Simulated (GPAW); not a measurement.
# black arsenene monolayer: work function by functional and basis, part 2 of 2

How far do functional and basis move the work function of black arsenene monolayer? Where a layer proves gapped, the work function hangs on where the smearing puts the Fermi level, and the band edges take its place.

GPAW 26.7.0; GPAW, PAW setups; layer in a repeated cell with vacuum, relaxation of atoms and in-plane cell (the session's first sound run).

So far, upper work function (eV): step 3 (plane waves, PBE) 4.24; step 4 (RPBE) 4.13; step 5 (GPAW, PAW setups) 4.46; step 6 (LDA) 4.51.

## 7. Self-consistent run: xc = "revPBE"

Level of this step: GPAW, PAW setups; slab in vacuum (GPAW).

The same geometry under revPBE, to see how far the functional moves the levels against the vacuum.

run.py reads:

```python
import json
import numpy as np
from ase import Atoms
from gpaw import GPAW, PW

slab = Atoms(
    ['As', 'As', 'As', 'As'],
    positions=[
        [0.33613, 0.00000, 9.00000],
        [2.03879, 1.84350, 9.00001],
        [4.41530, -0.00000, 11.40368],
        [2.71263, 1.84350, 11.40368]],
    cell=[[4.75142, 0.0, 0.0], [0.0, 3.687, 0.0], [0.0, 0.0, 20.4037]],
    pbc=[True, True, False])

slab.calc = GPAW(mode=PW(400), xc='revPBE', kpts={'size': (6, 8, 1), 'gamma': True},
                 occupations={'name': 'fermi-dirac', 'width': 0.05}, nbands='160%',
                 convergence={'density': 1e-05}, maxiter=200,
                 poissonsolver={'dipolelayer': 'xy'},
                 symmetry={'tolerance': 1e-3}, txt='slab.txt')
result = {}
energy = slab.get_potential_energy()
fermi = slab.calc.get_fermi_level()
v = slab.calc.get_electrostatic_potential().mean((0, 1)) - fermi
n = slab.calc.get_pseudo_density().mean((0, 1))
L = slab.cell[2, 2]
z = np.arange(len(v)) * L / len(v)
low, high = slab.positions[:, 2].min(), slab.positions[:, 2].max()
below, above = np.interp([low - 6.8, high + 6.8], z, v)
slopes = [np.interp(x, z, np.gradient(v, z)) for x in (low - 6.8, high + 6.8)]
eps = np.array([[slab.calc.get_eigenvalues(k, s) for k in range(len(slab.calc.get_ibz_k_points()))]
                for s in range(slab.calc.get_number_of_spins())]) - fermi
top, bottom = eps[eps < 0].max(), eps[eps > 0].min()
dipole = slab.get_dipole_moment()[2]
print(f'energy {energy:.4f} eV, Fermi level {fermi:.4f} eV, dipole {dipole:.5f} e A')
print(f'potential 6.8 A off the faces, from the Fermi level: lower {below:.4f} eV, upper {above:.4f} eV')
print(f'slope of the potential there: lower {slopes[0]:.5f}, upper {slopes[1]:.5f} eV/A')
print(f'nearest levels on the mesh: {top:.4f} and {bottom:.4f} eV')
print('magnetic moment', round(slab.get_magnetic_moment(), 3))
result.update(energy=energy, fermi=fermi, dipole=dipole, below=below, above=above, slopes=slopes, edges=[top, bottom],
              z=z.tolist(), v=v.tolist(), n=n.tolist(), positions=slab.positions.tolist(),
              forces=slab.get_forces(apply_constraint=False).tolist(), moments=slab.get_magnetic_moments().tolist())
json.dump(result, open('result.json', 'w'))
```

Started as:

```console
$ OMP_NUM_THREADS=1 OPENBLAS_NUM_THREADS=1 python run.py
```

Log:

```text
energy -17.4442 eV, Fermi level -1.4789 eV, dipole -0.00029 e A
potential 6.8 A off the faces, from the Fermi level: lower 4.1301 eV, upper 4.1322 eV
slope of the potential there: lower -0.00002, upper 0.00002 eV/A
nearest levels on the mesh: -0.4629 and 0.4233 eV
magnetic moment 0.0
```

The job ended after 26 s (1 thread of Arm Neoverse V2, shared host; peak memory 0.24 GiB).

This step gave:

```yaml
dipole_along_the_normal: -2.93e-4 e·Å
levels_nearest_the_fermi_level_on_the_mesh: -0.4629, 0.4233 eV from the Fermi level
upper_work_function: 4.132 eV
lower_work_function: 4.130 eV
upper_ionisation_energy: 4.595 eV
```

The electrostatic potential energy of an electron (without an applied field's), less the Fermi level, planar mean by z:

z (Å), electrostatic potential energy of an electron (without an applied field's), less the Fermi level, planar mean (eV) and a bar from the least value:
```
      0.0        4.1 ##############################
      0.5        4.1 ##############################
      1.0        4.1 ##############################
      1.5        4.1 ##############################
      2.0        4.1 ##############################
      2.5        4.1 ##############################
      3.0        4.1 ##############################
      3.5        4.1 ##############################
      4.0        4.1 ##############################
      4.5        4.1 ##############################
      5.0        4.1 ##############################
      5.5        4.1 ##############################
      6.0        4.1 ##############################
      6.5        4.1 ##############################
      7.0        4.0 ##############################
      7.5        3.4 #############################
      8.0        1.1 ##########################
      8.5       -7.3 ###############
      9.0      -18.7 
      9.5       -8.0 ##############
     10.0        0.1 #########################
     10.5       -0.7 ########################
     11.0      -10.7 ###########
     11.5      -18.0 #
     12.0       -4.9 ##################
     12.5        1.9 ###########################
     13.0        3.6 #############################
     13.5        4.0 ##############################
     14.0        4.1 ##############################
     14.5        4.1 ##############################
     15.0        4.1 ##############################
     15.5        4.1 ##############################
     16.0        4.1 ##############################
     16.5        4.1 ##############################
     17.0        4.1 ##############################
     17.5        4.1 ##############################
     18.0        4.1 ##############################
     18.5        4.1 ##############################
     19.0        4.1 ##############################
     19.5        4.1 ##############################
     20.0        4.1 ##############################
```

The highest filled level lies 0.463 eV under the Fermi level, so the ionisation energy from the upper face is 4.132 + 0.463 = 4.595 eV, against 4.684 eV in the base run.

## 8. Self-consistent run: xc = "vdW-DF2"

The same geometry under vdW-DF2, to see how far the functional moves the levels against the vacuum (the van der Waals functionals take revPBE setups).

Changes to run.py since step 7:

```diff
@@ -15,3 +15,3 @@
 
-slab.calc = GPAW(mode=PW(400), xc='revPBE', kpts={'size': (6, 8, 1), 'gamma': True},
+slab.calc = GPAW(mode=PW(400), xc='vdW-DF2', kpts={'size': (6, 8, 1), 'gamma': True},
                  occupations={'name': 'fermi-dirac', 'width': 0.05}, nbands='160%',
```

Log:

```text
energy -275.1236 eV, Fermi level -2.0133 eV, dipole -0.00029 e A
potential 6.8 A off the faces, from the Fermi level: lower 4.7664 eV, upper 4.7684 eV
slope of the potential there: lower -0.00205, upper 0.00205 eV/A
nearest levels on the mesh: -0.2632 and 0.2134 eV
magnetic moment 0.0
```

Elapsed: 62 s, on 1 thread; peak memory 0.45 GiB.

This step gave:

```yaml
levels_nearest_the_fermi_level_on_the_mesh: -0.2632, 0.2134 eV from the Fermi level
upper_work_function: 4.768 eV
lower_work_function: 4.766 eV
upper_ionisation_energy: 5.032 eV
```

Electrostatic potential energy of an electron (without an applied field's), less the Fermi level, planar mean against z:

z (Å), electrostatic potential energy of an electron (without an applied field's), less the Fermi level, planar mean (eV) and a bar from the least value:
```
        0        4.8 ##############################
        1        4.8 ##############################
        2        4.8 ##############################
        3        4.8 ##############################
        4        4.8 ##############################
        5        4.8 ##############################
        6        4.7 ##############################
        7        4.5 ##############################
        8        1.5 ##########################
        9      -18.4 
       10        0.2 ########################
       11      -10.4 ##########
       12       -4.6 ##################
       13        4.1 #############################
       14        4.7 ##############################
       15        4.8 ##############################
       16        4.8 ##############################
       17        4.8 ##############################
       18        4.8 ##############################
       19        4.8 ##############################
       20        4.8 ##############################
```

The highest filled level lies 0.263 eV under the Fermi level, so the ionisation energy from the upper face is 4.768 + 0.263 = 5.032 eV, against 4.684 eV in the base run.

## 9. Real-space grid: mode = "fd"

A real-space grid is a second complete basis, so it checks the plane-wave result.

Changes to run.py since step 8:

```diff
@@ -3,3 +3,3 @@
 from ase import Atoms
-from gpaw import GPAW, PW
+from gpaw import GPAW
 
@@ -15,3 +15,3 @@
 
-slab.calc = GPAW(mode=PW(400), xc='vdW-DF2', kpts={'size': (6, 8, 1), 'gamma': True},
+slab.calc = GPAW(mode='fd', h=0.18, xc='PBE', kpts={'size': (6, 8, 1), 'gamma': True},
                  occupations={'name': 'fermi-dirac', 'width': 0.05}, nbands='160%',
```

Log:

```text
energy -18.4801 eV, Fermi level -4.2360 eV, dipole -0.00020 e A
potential 6.8 A off the faces, from the Fermi level: lower 4.2349 eV, upper 4.2370 eV
slope of the potential there: lower -0.00000, upper 0.00000 eV/A
nearest levels on the mesh: -0.4473 and 0.4064 eV
magnetic moment 0.0
```

The job ended after 1.7 min (1 thread; peak memory 0.67 GiB).

Numbers from this step:

| Property | Result |
| --- | --- |
| dipole along the normal | -1.99e-4 e·Å |
| levels nearest the Fermi level on the mesh | -0.4473, 0.4064 eV from the Fermi level |
| upper work function | 4.237 eV |
| lower work function | 4.235 eV |
| upper ionisation energy | 4.684 eV |

The highest filled level lies 0.447 eV under the Fermi level, so the ionisation energy from the upper face is 4.237 + 0.447 = 4.684 eV, against 4.684 eV in the base run.

## 10. Atomic orbitals: mode = "lcao"

Atom-centred orbitals end a few angstrom from the surface, which tests how much the density's tail matters.

Changes to run.py since step 9:

```diff
@@ -15,4 +15,4 @@
 
-slab.calc = GPAW(mode='fd', h=0.18, xc='PBE', kpts={'size': (6, 8, 1), 'gamma': True},
-                 occupations={'name': 'fermi-dirac', 'width': 0.05}, nbands='160%',
+slab.calc = GPAW(mode='lcao', basis='dzp', h=0.18, xc='PBE', kpts={'size': (6, 8, 1), 'gamma': True},
+                 occupations={'name': 'fermi-dirac', 'width': 0.05}, nbands='120%',
                  convergence={'density': 1e-05}, maxiter=200,
```

Log:

```text
energy -17.9328 eV, Fermi level -4.0950 eV, dipole -0.00020 e A
potential 6.8 A off the faces, from the Fermi level: lower 4.0939 eV, upper 4.0960 eV
slope of the potential there: lower 0.00000, upper 0.00000 eV/A
nearest levels on the mesh: -0.5241 and 0.5040 eV
magnetic moment 0.0
```

Wall time 33 s (1 thread); peak memory 0.33 GiB.

This step gave:

| Item | Value |
| --- | --- |
| dipole along the normal | -2.00e-4 e·Å |
| levels nearest the Fermi level on the mesh | -0.5241, 0.5040 eV from the Fermi level |
| upper work function | 4.096 eV |
| lower work function | 4.094 eV |
| upper ionisation energy | 4.620 eV |

Electrostatic potential energy of an electron (without an applied field's), less the Fermi level, planar mean against z:

```tsv
z (Å)	electrostatic potential energy of an electron (without an applied field's), less the Fermi level, planar mean (eV)
0.0	4.09
0.5	4.09
1.0	4.09
1.5	4.09
2.0	4.09
2.5	4.09
3.0	4.09
3.5	4.09
4.0	4.09
4.5	4.09
5.0	4.09
5.5	4.09
6.0	4.09
6.5	4.08
7.0	4.01
7.5	3.52
8.0	1.23
8.5	-7.36
9.0	-18.8
9.5	-8.11
10.0	-0.125
10.5	-0.894
11.0	-10.8
11.5	-18.1
12.0	-4.90
12.5	1.96
13.0	3.68
13.5	4.04
14.0	4.09
14.5	4.10
15.0	4.10
15.5	4.10
16.0	4.10
16.5	4.10
17.0	4.10
17.5	4.10
18.0	4.10
18.5	4.10
19.0	4.10
19.5	4.10
20.0	4.10
```

The highest filled level lies 0.524 eV under the Fermi level, so the ionisation energy from the upper face is 4.096 + 0.524 = 4.620 eV, against 4.684 eV in the base run.

## 11. The ladder

Times are for 1 thread of Arm Neoverse V2, shared host. The runs compared:

```tsv
no.	run	upper ionisation energy (eV)	time	memory (GiB)
1	pw	4.684	26 s	0.24
2	RPBE	4.595	26 s	0.24
3	optPBE vdW	4.885	34 s	0.45
4	LDA	4.931	25 s	0.23
5	revPBE	4.595	26 s	0.24
6	vdW DF2	5.032	62 s	0.45
7	fd	4.684	1.7 min	0.67
8	lcao	4.620	33 s	0.33
```

## 12. Side by side

Results and costs are gathered.

This step: comparison of work functions, dipole and cost (GPAW 26.7.0).

Ladder, by row:

```tsv
step	code	work function, upper (eV)	work function, lower (eV)	dipole (e Å)	wall time (s)	peak memory (GiB)	threads
pw	GPAW	4.236	4.234	-2.94e-4	25.71	0.24	1
RPBE	GPAW	4.135	4.133	-2.92e-4	26.39	0.24	1
optPBE-vdW	GPAW	4.457	4.454	-2.93e-4	33.97	0.45	1
LDA	GPAW	4.506	4.504	-2.97e-4	24.7	0.23	1
revPBE	GPAW	4.132	4.13	-2.93e-4	26.17	0.24	1
vdW-DF2	GPAW	4.768	4.766	-2.93e-4	61.98	0.45	1
fd	GPAW	4.237	4.235	-1.99e-4	101.2	0.67	1
lcao	GPAW	4.096	4.094	-2.00e-4	32.59	0.33	1
```

## 13. Summary of results

| Item | Value |
| --- | --- |
| work function, both faces (Fermi level placed in the gap by the smearing) | 4.24 eV |
| ionisation energy from the upper face (highest filled level on the mesh) | 4.68 eV |
| electron affinity from the upper face (lowest empty Kohn-Sham level on the mesh) | 3.83 eV |
| dipole along the normal | -2.9e-4 e Å |

With plane waves and PBE the ionisation energy from the upper face is 4.68 eV and the Kohn-Sham electron affinity 3.83 eV. The levels nearest the Fermi level on the mesh lie 0.854 eV apart, so the slab is gapped there: the smearing puts the Fermi level inside the gap, and from either face the ionisation energy is the work function plus 0.45 eV. Both are Kohn-Sham levels on the mesh, and semilocal gaps are too small, so the affinity tends to come out too large and the ionisation energy too small. Work functions of a gapped slab move with the place of the Fermi level in the gap; over the runs without a planted fault the highest filled level on the mesh lies 4.59 (RPBE) to 5.03 eV (vdW-DF2) under the upper vacuum level. The small printed dipole stands for a step of 3.0 meV from the lower to the upper face, and the probes find 2.1 meV; values this small are near the numerical noise of both. The layer's cell and atoms come from the relaxation; spin-orbit coupling and temperature are left out.

[Logs are printed without paths, hosts, clocks, repeated set-up lines and the standing remarks that a program may print on its own settings, such as how far it seeks lower states.]

[Hosts, paths, dates, database ids (printed as entryN), source tags and the programs' standing remarks are cut or masked in the printed files.]
